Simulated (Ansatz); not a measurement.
Runs of Ansatz 0.2.0 on SnSe. Symmetry: Fm-3m, No. 225, cubic system. Conventional cell: a = 6.020 Å, b = 6.020 Å, c = 6.020 Å, α = 90.00°, β = 90.00°, γ = 90.00°. Sn (site symmetry m-3m) is surrounded by 6 Se at 3.01 Å. Se (site symmetry m-3m) has 6 Sn at 3.01 Å as nearest neighbours. Measurements of this composition are mostly on another form, of space group No. 62.

| task | level | cell | k mesh | smearing | points for each segment of the path | atoms under strain | q mesh | mesh quality | gap on the mesh (eV) | pressure (GPa) | relaxed volume (Å³/atom) |
| --- | --- | --- | --- | --- | --- | --- | --- | --- | --- | --- | --- |
| band structure | B3LYP | as given | 4 × 4 × 4 | fermi-dirac 0.05 eV | 4 | - | - | coarse | 0.61 | 2.0 | - |
| relaxation of cell and atoms | revPBE+D4 | relaxed | 8 × 8 × 8 | fermi-dirac 0.05 eV | - | - | - | not flagged | 0.70 | 0.0 | 26.40 |
| elastic constants | LDA | as given | 6 × 6 × 6 | fixed | - | relaxed | - | not flagged | 0.60 | -3.7 | - |
| relaxation of cell and atoms | revPBE+D3(BJ) | relaxed | 8 × 8 × 8 | fermi-dirac 0.05 eV | - | - | - | not flagged | 0.71 | 0.0 | (b) |
| relaxation of cell and atoms | HSEsol | relaxed | 4 × 4 × 4 | fermi-dirac 0.05 eV | - | - | - | coarse | 0.90 | 0.0 | 25.45 |
| relaxation of cell and atoms | BLYP+D4 | relaxed | 8 × 8 × 8 | fermi-dirac 0.05 eV | - | - | - | not flagged | 0.07 | 0.0 | 29.68 |
| band structure | HSEsol | as given | 4 × 4 × 4 | fermi-dirac 0.05 eV | 4 | - | - | coarse | 0.52 | -3.6 | - |
| band structure | HSE06 | as given | 4 × 4 × 4 | fermi-dirac 0.05 eV | 4 | - | - | coarse | 0.48 | -1.8 | - |
| relaxation of cell and atoms | BLYP+D3(BJ) | relaxed | 8 × 8 × 8 | fermi-dirac 0.05 eV | - | - | - | not flagged | 0.39 | 0.0 | 27.19 |
| relaxation of cell and atoms | RPBE+D4 | relaxed | 8 × 8 × 8 | fermi-dirac 0.05 eV | - | - | - | not flagged | 0.71 | 0.0 | 26.28 |
| phonons | LDA | as given | 6 × 6 × 6 | fixed | 8 | - | 2 × 2 × 2 | not flagged | 0.60 | - | - |
| relaxation of cell and atoms | PBEsol0 | relaxed | 4 × 4 × 4 | fermi-dirac 0.05 eV | - | - | - | coarse | 1.37 | 0.0 | (a) |

Alike in all rows: potentials or basis Ansatz PAW; no spin polarisation; cutoff (eV) 420.

**Question.** Estimate the missing entries.

**Answer.** (a) 25.41; (b) 26.22.

Caveats: some runs use coarse meshes; spin-orbit coupling is left out, which moves the levels of the heavy elements; the PAW data sets come from PBE, with cores solved anew for the run's functional, which leaves a small shift of forces and pressure; the plane-wave basis is chosen anew once the cell has moved, so the energies of steps on either side of that aren't comparable (some runs); the thresholds are loose for stress (some runs); the cell is more than 3 GPa from zero pressure, which shifts response properties (some runs); some modes are imaginary (some runs).

A k mesh can miss the band edges, and the runs leave out spin-orbit coupling on Se, Sn.

Runs at the PBE level aren't shown here.
